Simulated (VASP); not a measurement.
**O: optical spectrum with optB86b-vdW**

The system is O.

```
O
1.0
    -0.22035    2.22566    3.35415
     1.31227   -0.00874    3.26226
     1.35507    2.10986   -0.02442
O
2
Direct
  0.10066 0.07365 0.89120
  0.92754 0.89262 0.06504
```

The cell isn't the ideal one: cell sheared at random, sigma 0.06, atoms nudged by 0.01 Å; atoms moved at random, drawn with an rms of 0.05 Å.

```json
{"Program": "VASP 6.6.1", "Task": "optical spectrum", "Functional": "optB86b-vdW", "Potentials or basis": "VASP PAW PBE potentials, release 64 (O)", "Cutoff": "520 eV", "k mesh": "11 × 12 × 12", "Occupations": "tetrahedron", "Spin": "no spin polarisation", "Further INCAR settings": "ALGO = Normal; EDIFF = 1e-07; NBANDS = 54"}
```

```json
{
  "Pressure": "13.4 GPa",
  "Largest force": "4.706 eV/Å",
  "Band gap on the k mesh": "none (metal or under the smearing width)"
}
```

Forces in eV/Å, atoms in the order of the input:
```
O   -0.005 -0.050  4.705
O    0.005  0.050 -4.705
```

Stress tensor (GPa, compression positive):
```
-3.86  0.71  3.17
 0.71 -8.70 -0.81
 3.17 -0.81 52.63
```

Levels at points of the mesh, in eV from the Fermi level:
```tsv
k point	band 3	band 4	band 5	band 6	band 7	band 8	band 9	band 10
(0.00, 0.00, 0.00)	-9.60	-6.54	-5.98	0.39	1.22	9.45	11.86	15.99
(0.00, 0.50, 0.00)	-9.21	-7.58	-6.29	-1.23	1.02	10.55	14.38	15.42
(0.00, 0.00, 0.50)	-9.36	-7.73	-6.87	-1.40	0.56	10.61	13.00	15.82
(0.00, 0.50, 0.50)	-9.10	-7.59	-6.47	-2.16	0.48	10.47	11.80	16.32
```

It took 19 min on 1 thread of Intel(R) Xeon(R) Platinum 8175M CPU @ 2.50GHz (Skylake/Cascade Lake) (shared host), peak memory 0.74 GiB.

Caveat: the standard files for N, O and F lose accuracy on very short bonds; spin is off for a triplet molecule; the PAW data sets were made with another functional, which shifts forces and pressure a little; tetrahedron occupations give inexact forces and stress in metals.
